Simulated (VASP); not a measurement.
# SrCl2 (P-3m1) in VASP: single point with r2SCAN

Aim: the single point of SrCl2 with r2SCAN.

Everything below comes from runs of VASP 6.6.1. Logs are shortened: lines on timing, memory, paths and dates and some standing lists are left out, and cuts for length are marked.

## (1) The cell of the first run

It takes space group P-3m1 (No. 164, trigonal). The conventional cell has a = 4.243 Å, b = 4.243 Å, c = 5.596 Å, α = 90.00°, β = 90.00°, γ = 120.00°. Sr (site symmetry -3m) has 6 Cl at 2.86 Å as nearest neighbours. Cl (site symmetry 3m) is surrounded by 3 Sr at 2.86 Å.

The cell was built by a generator and needn't be a form met in nature.

## (2) Single point, r2SCAN (biaxial_xy strain -3.7%)

POSCAR reads:

```
SrCl2
1.0
    4.2432992462      0.0000000000      0.0000000000
   -2.1216496231      3.6748049431      0.0000000000
    0.0000000000      0.0000000000      5.5960650195
Sr Cl
1 2
Direct
    0.0000000000      0.0000000000      0.0000000000
    0.3333333333      0.6666666667      0.2621599771
    0.6666666667      0.3333333333      0.7378400229
```

INCAR.step1 reads:

```
  ALGO = Normal
  EDIFF = 1E-4
  ENCUT = 520
  GGA = PE
  ISMEAR = 0
  LASPH = True
  LCHARG = False
  LREAL = False
  LWAVE = True
  NBANDS = 19
  NELM = 100
  PREC = Accurate
  SIGMA = 0.01
```

INCAR.step2 reads:

```
  ALGO = Normal
  EDIFF = 1E-7
  ENCUT = 520
  ISIF = 2
  ISMEAR = 0
  ISTART = 1
  LASPH = True
  LCHARG = False
  LMIXTAU = True
  LREAL = False
  LWAVE = False
  METAGGA = R2SCAN
  NBANDS = 19
  NELM = 100
  PREC = Accurate
  SIGMA = 0.01
```

KPOINTS reads:

```
k-points
0
Gamma
  6 6 6
```

Potentials or basis: VASP PAW PBE potentials, release 64 (Sr_sv, Cl).

Started as:

```bash
$ cat potpaw_PBE.64/Sr_sv/POTCAR potpaw_PBE.64/Cl/POTCAR > POTCAR
$ cp INCAR.step1 INCAR
$ mpirun -np 1 vasp_std > vasp.out
$ cp INCAR.step2 INCAR
$ mpirun -np 1 vasp_std > vasp.out
```

OUTCAR:

```text
EDIFF = 1E-7
   ENCUT = 520
   ISIF = 2
   ISMEAR = 0
   ISTART = 1
   LASPH = True
   LREAL = False
   METAGGA = R2SCAN
   NELM = 100
   PREC = Accurate

 ion  position               nearest neighbor table
   1  0.000  0.000  0.000-   2 2.86   3 2.86   3 2.86   2 2.86   3 2.86   2 2.86
   2  0.333  0.667  0.262-   1 2.86   1 2.86   1 2.86
   3  0.667  0.333  0.738-   1 2.86   1 2.86   1 2.86

  LATTYP: Found a hexagonal cell.
 ALAT       =     4.2432992462
 C/A-ratio  =     1.3188004651

  Lattice vectors:

 A1 = (   4.2432992462,   0.0000000000,   0.0000000000)
 A2 = (  -2.1216496231,   3.6748049431,   0.0000000000)
 A3 = (   0.0000000000,   0.0000000000,   5.5960650195)

Analysis of symmetry for initial positions (statically):
=====================================================================
 Subroutine PRICEL returns:
 Original cell was already a primitive cell.

 Routine SETGRP: Setting up the symmetry group for a
 hexagonal supercell.

 Subroutine GETGRP returns: Found 12 space group operations
 (whereof 12 operations were pure point group operations)
 out of a pool of 24 trial point group operations.

The static configuration has the point symmetry D_3d.

Analysis of symmetry for dynamics (positions and initial velocities):
=====================================================================
 Subroutine PRICEL returns:
 Original cell was already a primitive cell.

 Routine SETGRP: Setting up the symmetry group for a
 hexagonal supercell.

 Subroutine GETGRP returns: Found 12 space group operations
 (whereof 12 operations were pure point group operations)
 out of a pool of 24 trial point group operations.

The dynamic configuration has the point symmetry D_3d.

 Subroutine INISYM returns: Found 12 space group operations
 (whereof 12 operations are pure point group operations),
 and found     1 'primitive' translations

----------------------------------------------------------------------------------------

                                     Primitive cell

  volume of cell :      87.2611

  direct lattice vectors                    reciprocal lattice vectors
     4.243299246  0.000000000  0.000000000     0.235665679  0.136061643  0.000000000
    -2.121649623  3.674804943  0.000000000     0.000000000  0.272123287  0.000000000
     0.000000000  0.000000000  5.596065020     0.000000000  0.000000000  0.178696994

  length of vectors
     4.243299246  4.243299246  5.596065020     0.272123287  0.272123287  0.178696994

  position of ions in fractional coordinates (direct lattice)
     0.000000000  0.000000000  0.000000000
     0.333333333  0.666666667  0.262159977
     0.666666667  0.333333333  0.737840023

  ion indices of the primitive-cell ions
   primitive index   ion index
                 1           1
                 2           2
                 3           3

----------------------------------------------------------------------------------------

 KPOINTS: k-points

Automatic generation of k-mesh.
 Grid dimensions read from file:
 generate k-points for:    6    6    6

 Generating k-lattice:

  Cartesian coordinates                     Fractional coordinates (reciprocal lattice)
     0.039277613  0.022676941  0.000000000     0.166666667 -0.000000000  0.000000000
     0.000000000  0.045353881  0.000000000     0.000000000  0.166666667  0.000000000
     0.000000000  0.000000000  0.029782832     0.000000000  0.000000000  0.166666667

  Length of vectors
     0.045353881  0.045353881  0.029782832

  Shift w.r.t. Gamma in fractional coordinates (k-lattice)
     0.000000000  0.000000000  0.000000000

 Subroutine IBZKPT returns following result:
 ===========================================

 Found     34 irreducible k-points:

 Following reciprocal coordinates:
            Coordinates               Weight
  0.000000  0.000000  0.000000      1.000000
  0.166667  0.000000  0.000000      6.000000
  0.333333  0.000000  0.000000      6.000000
  0.500000 -0.000000  0.000000      3.000000
  0.166667  0.166667  0.000000      6.000000
  0.333333  0.166667  0.000000     12.000000
[... 16 lines left out ...]
  0.500000 -0.000000  0.333333      6.000000
  0.166667  0.166667  0.333333     12.000000
 [... further k-points ...]
   k-points           NKPTS =     34   k-points in BZ     NKDIM =     34   number of bands    NBANDS=     19
   number of dos      NEDOS =    301   number of ions     NIONS =      3
   total plane-waves  NPLWV =  43008
   dimension x,y,z NGX =    32 NGY =   32 NGZ =   42
   dimension x,y,z NGXF=    64 NGYF=   64 NGZF=   84
   ions per type =               1   2
   NGX,Y,Z   is equivalent  to a cutoff of  12.54, 12.54, 12.48 a.u.
   NGXF,Y,Z  is equivalent  to a cutoff of  25.07, 25.07, 24.95 a.u.
 SYSTEM =  unknown system
   PREC   = accura    normal or accurate (medium, high low for compatibility)
   ISTART =      1    job   : 0-new  1-cont  2-samecut
   ICHARG =      0    charge: 1-file 2-atom 10-const
   ISPIN  =      1    spin polarized calculation?
   LNONCOLLINEAR =      F non collinear calculations
   LSORBIT =      F    spin-orbit coupling
   LASPH  =      T    aspherical Exc in radial PAW
   ENCUT  =  520.0 eV  38.22 Ry    6.18 a.u.   7.89  7.89 10.40*2*pi/ulx,y,z
   NELM   =    100;   NELMIN=  2; NELMDL=  0     # of ELM steps
   EDIFF  = 0.1E-06   stopping-criterion for ELM
   LREAL  =      F    real-space projection
   EDIFFG = 0.1E-05   stopping-criterion for IOM
   NSW    =      0    number of steps for IOM
   IBRION =     -1    ionic relax: 0-MD 1-quasi-New 2-CG
   NFREE  =      0    steps in history (QN), initial steepest desc. (CG)
   ISIF   =      2    stress and relaxation
   ISYM   =      2    0-nonsym 1-usesym 2-fastsym
   POTIM  = 0.5000    time-step for ionic-motion
   TEBEG  =    0.0;   TEEND  =   0.0 temperature during run
   PSTRESS=    0.0 pullay stress
   NELECT =      24.0000    total number of electrons
   NUPDOWN=      -1.0000    fix difference up-down
   EMIN   =  10.00;   EMAX   =-10.00  energy-range for DOS
   EFERMI =   0.00;   METHOD = LEGACY
   ISMEAR =     0;   SIGMA  =   0.01  broadening in eV -4-tet -1-fermi 0-gaus
   EFERMI_NEDOS =   21; number of points for ismear=-14 and -15
   IALGO  =     38    algorithm
   IMIX   =      4    mixing-type and parameters
     AMIX     =   0.40;   BMIX     =  1.00
     AMIX_MAG =   1.60;   BMIX_MAG =  1.00
  volume/ion in A,a.u.               =      29.09       196.29
  Fermi-wavevector in a.u.,A,eV,Ry     =   1.064645  2.011888 15.421795  1.133470
  Thomas-Fermi vector in A             =   2.200171
   LORBIT       =      0    0 simple, 1 ext, 2 COOP (PROOUT), +10 PAW based schemes
   METAGGA = R2SCAN    functional components
   LHFCALC =     F    Hartree Fock is set to
   AEXX    =    0.0000 exact exchange contribution
   IVDW    =     0    specifies the selected vdW correction
   LEPSILON=     F    determine dielectric tensor
   LRPA    =     F    only Hartree local field effects (RPA)
 non-spin polarized calculation
 Gauss-broadening in eV      SIGMA  =   0.01
  energy-cutoff  :      520.00
  volume of cell :       87.26
 maximum number of plane-waves:      2373
   NGX = 15   NGY = 15   NGZ = 21

 number of electron      23.9999998 magnetization

 Free energy of the ion-electron system (eV)
  ---------------------------------------------------
  ext. energy  EPLUGINS =         0.00000000
  ---------------------------------------------------
  free energy    TOTEN  =       -35.34940114 eV

  energy without entropy =      -35.34940114  energy(sigma->0) =      -35.34940114

 E-fermi :  -0.5280     XC(G=0):  -8.6133

 val. band max:       -0.6914573652   @ k =   0.0000   0.0000   0.0000
 cond. band min:       5.0813952484   @ k =   0.5000  -0.0000   0.0000
 fundamental gap:      5.7728526135
 Fermi energy:        -0.5279532391

 k-point     1 :       0.0000    0.0000    0.0000
  band No.  band energies     occupation
      1     -34.2334      2.00000
      2     -16.0384      2.00000
      3     -15.5997      2.00000
      4     -15.5997      2.00000
      5     -14.3223      2.00000
      6     -13.3642      2.00000
[... 11 lines left out ...]
     18       8.2379      0.00000
     19       8.2379      0.00000

 k-point     2 :       0.1667    0.0000    0.0000
  band No.  band energies     occupation
      1     -34.2296      2.00000
      2     -15.9773      2.00000
      3     -15.8113      2.00000
      4     -15.6146      2.00000
      5     -14.0722      2.00000
      6     -13.4766      2.00000
[... 11 lines left out ...]
     18       8.4078      0.00000
     19       9.2296      0.00000

 k-point     3 :       0.3333    0.0000    0.0000
  band No.  band energies     occupation
      1     -34.2219      2.00000
      2     -16.1462      2.00000
      3     -15.7917      2.00000
      4     -15.6440      2.00000
      5     -13.8776      2.00000
      6     -13.5381      2.00000
[... 11 lines left out ...]
     18       9.2369      0.00000
     19      10.3847      0.00000

 k-point     4 :       0.5000   -0.0000    0.0000
  band No.  band energies     occupation
      1     -34.2181      2.00000
      2     -16.2690      2.00000
      3     -15.6956      2.00000
      4     -15.6586      2.00000
      5     -13.9843      2.00000
      6     -13.4083      2.00000
[... 11 lines left out ...]
     18       9.3734      0.00000
     19      10.1683      0.00000

 k-point     5 :       0.1667    0.1667    0.0000
  band No.  band energies     occupation
      1     -34.2238      2.00000
      2     -16.0264      2.00000
      3     -15.8838      2.00000
      4     -15.6546      2.00000
      5     -13.7889      2.00000
      6     -13.6333      2.00000
[... 11 lines left out ...]
     18       8.9942      0.00000
     19      10.6507      0.00000
[... 334 lines left out ...]
      2     -16.1401      2.00000
      3     -15.7996      2.00000
      4     -15.6435      2.00000
      5     -13.8754      2.00000
      6     -13.5419      2.00000
[... 11 lines left out ...]
     18       9.1386      0.00000
     19       9.9324      0.00000

 k-point    22 :       0.0000    0.3333    0.3333
  band No.  band energies     occupation
      1     -34.2219      2.00000
      2     -16.1286      2.00000
      3     -15.8076      2.00000
      4     -15.6435      2.00000
      5     -13.9649      2.00000
      6     -13.4473      2.00000
[... 11 lines left out ...]
     18       8.7773      0.00000
     19       9.5215      0.00000

 k-point    23 :       0.5000   -0.0000    0.3333
  band No.  band energies     occupation
      1     -34.2180      2.00000
      2     -16.2569      2.00000
      3     -15.6999      2.00000
      4     -15.6580      2.00000
      5     -14.0481      2.00000
      6     -13.3523      2.00000
[... 11 lines left out ...]
     18       9.1551      0.00000
     19      10.0491      0.00000

 k-point    24 :       0.1667    0.1667    0.3333
  band No.  band energies     occupation
      1     -34.2238      2.00000
      2     -16.0114      2.00000
      3     -15.9028      2.00000
      4     -15.6544      2.00000
      5     -13.7865      2.00000
      6     -13.6323      2.00000
[... 11 lines left out ...]
     18       9.0309      0.00000
     19       9.8113      0.00000

 [... further k-points ...]
[... 5 lines left out ...]
  --------------------------------------------------------------------------------------
  -------------------------------------------------------------------------------------
  Total        1.8022722      1.8022722      0.9324490     -0.0000000      0.0000000     -0.0000000
  in kB       33.0910285     33.0910285     17.1204419     -0.0000000      0.0000000     -0.0000000
  external PRESSURE =      27.7674996 kB  Pullay stress =       0.0000000 kB

 VOLUME and BASIS-vectors are now :
 -----------------------------------------------------------------------------
  energy-cutoff  :      520.00
  volume of cell :       87.26
      direct lattice vectors                 reciprocal lattice vectors
     4.243299246  0.000000000  0.000000000     0.235665679  0.136061643  0.000000000
    -2.121649623  3.674804943  0.000000000     0.000000000  0.272123287  0.000000000
     0.000000000  0.000000000  5.596065020     0.000000000  0.000000000  0.178696994

 POSITION                                       TOTAL-FORCE (eV/Angst)
 -----------------------------------------------------------------------------------
      0.00000      0.00000      0.00000         0.000000      0.000000     -0.000000
     -0.00000      2.44987      1.46706         0.000000      0.000000      0.013769
      2.12165      1.22493      4.12900        -0.000000      0.000000     -0.013769
 -----------------------------------------------------------------------------------
    total drift:                               -0.000000      0.000000     -0.000000

  FREE ENERGIE OF THE ION-ELECTRON SYSTEM (eV)
  ---------------------------------------------------
  free  energy   TOTEN  =       -35.3494011372 eV

  energy  without entropy=      -35.3494011372  energy(sigma->0) =      -35.34940114
```

Run time: 2.4 min. Hardware: 1 thread of Intel Xeon Platinum 8375C at 2.90GHz (Ice Lake), shared host; peak memory 0.24 GiB.

What came out:

| Property | Result |
| --- | --- |
| Free energy | -35.3494 eV |
| Pressure | 2.8 GPa |
| Largest force | 0.014 eV/Å |
| Band gap on the k mesh | 5.77 eV, indirect (least direct gap 6.08 eV) |

Forces on the atoms (eV/Å):
```
Sr   0.000  0.000  0.000
Cl   0.000  0.000  0.014
Cl   0.000  0.000 -0.014
```

Stress tensor (GPa, compression positive):
```
3.31 0.00 0.00
0.00 3.31 0.00
0.00 0.00 1.71
```

Caveat: the PAW data sets were made with another functional, which shifts forces and pressure a little.
